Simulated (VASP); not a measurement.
Wanted: the native input for a VASP 6.6.1 run.

| Quantity | Value |
| --- | --- |
| Task | relaxation of cell and atoms |
| Functional | PBE |
| Potentials or basis | VASP PAW PBE potentials, release 64 (K_sv, Mg, F) |
| Cutoff | 600 eV |
| k mesh | 5 × 5 × 5 |
| Occupations | fermi-dirac, width 0.1 eV |
| Spin | no spin polarisation |
| Target pressure | 40 GPa |
| Dipole correction | no |
| Further INCAR settings | ALGO = Normal; EDIFF = 1e-06; IBRION = 2; EDIFFG = -0.01; NSW = 80; ISIF = 3 |
| Target pressure | 40 GPa |

The structure of KMgF3 lies in POSCAR:

```
KMgF3
1.0
    3.9859000000      0.0000000000      0.0000000000
    0.0000000000      3.9859000000      0.0000000000
    0.0000000000      0.0000000000      3.9859000000
K Mg F
1 1 3
Direct
    0.5000000000      0.5000000000      0.5000000000
    0.0000000000      0.0000000000      0.0000000000
    0.5000000000      0.0000000000      0.0000000000
    0.0000000000      0.5000000000      0.0000000000
    0.0000000000      0.0000000000      0.5000000000
```

One way to write it, as run:

INCAR

```
PREC = Accurate ; ENCUT = 600
EDIFF = 1E-6 ; ISMEAR = -1
SIGMA = 0.1 ; LREAL = F
LASPH = T ; NELM = 100
ALGO = Normal ; ISIF = 3
LWAVE = F ; LCHARG = F
GGA = PE ; IBRION = 2
NSW = 80 ; EDIFFG = -0.01
PSTRESS = 400.0
```

KPOINTS

```
Automatic mesh
0
Gamma
  5 5 5
```

Potentials or basis: VASP PAW PBE potentials, release 64 (K_sv, Mg, F).

Run with:

```console
$ cat potpaw_PBE.64/K_sv/POTCAR potpaw_PBE.64/Mg/POTCAR potpaw_PBE.64/F/POTCAR > POTCAR
$ mpirun -np 1 vasp_std > vasp.out
```

Results of the run:

| Property | Result |
| --- | --- |
| Relaxed volume | 9.81 Å³/atom |
| Relaxed cell | a = 3.661 Å, b = 3.661 Å, c = 3.661 Å, α = 90.00°, β = 90.00°, γ = 90.00° |
| Space group after relaxing (to 0.05 Å) | Pm-3m (No. 221) |
| Energy change on relaxing (the enthalpy is what falls) | +316.8 meV/atom |
| Ionic steps | 7 |
| Pressure after relaxing | 40.0 GPa |
| Band gap on the k mesh | 9.67 eV, indirect (least direct gap 9.86 eV) |

Caveat: the cell is relaxed towards a set pressure, so the enthalpy falls and the energy may rise; the volume moved by over 15 % at a fixed basis, so the end points are rough; an odd mesh through Γ misses points on the zone boundary, where band edges often lie.

It took 38 s on 1 thread of Intel(R) Xeon(R) 6975P-C (Granite Rapids) (shared host), peak memory 0.19 GiB.
